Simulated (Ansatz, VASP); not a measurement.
**Two plane-wave programs on CdS (Hawleyite)**

File POSCAR:

```
CdS
1.0
    0.0000000000      2.8569628861      2.8569628861
    2.8569628861      0.0000000000      2.8569628861
    2.8569628861      2.8569628861      0.0000000000
Cd S
1 1
Direct
    0.0000000000      0.0000000000      0.0000000000
    0.7500000000      0.7500000000      0.7500000000
```

The input INCAR.step1:

```
SYSTEM = CdS
  PREC = Accurate
  ENCUT = 520
  ISMEAR = -1
  SIGMA = 0.05
  LREAL = .FALSE.
  LASPH = .TRUE.
  NELM = 60
  NBANDS = 16
  GGA = PE
  ALGO = Normal
  EDIFF = 1E-4
  LWAVE = .TRUE.
  LCHARG = .FALSE.
```

INCAR.step2

```
SYSTEM = CdS
  PREC = Accurate
  ENCUT = 520
  EDIFF = 1E-6
  ISMEAR = -1
  SIGMA = 0.05
  LREAL = .FALSE.
  LASPH = .TRUE.
  NELM = 60
  ALGO = Normal
  ISIF = 2
  LWAVE = .FALSE.
  LCHARG = .TRUE.
  METAGGA = R2SCAN
  LMIXTAU = .TRUE.
  LELF = .TRUE.
  LVHAR = .TRUE.
  NBANDS = 16
  ISTART = 1
```

The input KPOINTS:

```
regular mesh
0
G
  8 8 8
  0 0 0
```

Contents of input.yaml:

```yaml
crystal:
  lattice:
    - [0.0, 2.8569628861, 2.8569628861]
    - [2.8569628861, 0.0, 2.8569628861]
    - [2.8569628861, 2.8569628861, 0.0]
  atoms:
    - { symbol: Cd, position: [0.0, 0.0, 0.0] }
    - { symbol: S, position: [0.75, 0.75, 0.75] }
hamiltonian:
  xc: r2scan
  pseudopotentials: { kind: paw }
kpoints:
  mp_grid: { grid: [8, 8, 8] }
scf:
  occupations: { method: fermi_dirac, width: 0.05 }
output:
  forces: true
  stress: true
  eigenvalues: true
```

Alike in both runs: task single point; functional r2SCAN; k mesh 8 × 8 × 8; occupations fermi-dirac, width 0.05 eV; no spin polarisation.

|  | VASP | Ansatz |
| --- | --- | --- |
| version | VASP 6.6.1 | Ansatz 0.2.0 |
| potentials or method | VASP PAW PBE potentials, release 64 (Cd, S) | Ansatz PAW |
| plane-wave cutoff (eV) | 520 | 500 |
| valence electrons in the cell | 18 | 26 |

Ansatz gave:

| Property | Result |
| --- | --- |
| gap on the k mesh at the Fermi level (eV) | 1.73 |
| least direct gap on the mesh (eV) | 1.73 |
| pressure (GPa) | 6.2 |

Question: Estimate VASP's values.

Answer: gap on the k mesh at the Fermi level (eV): 1.73; least direct gap on the mesh (eV): 1.73; pressure (GPa): 6.7.

With one functional, cell and mesh, what is left measures potentials, basis and numerics. The two sets of potentials don't hold the same shells in valence.

Caveats: the PAW data sets were made with another functional, which shifts forces and pressure a little (VASP); the PAW data sets come from PBE, with cores solved anew for the run's functional, which leaves a small shift of forces and pressure (Ansatz). r2SCAN opens gaps a little over a GGA but as a rule still falls short of measured ones.
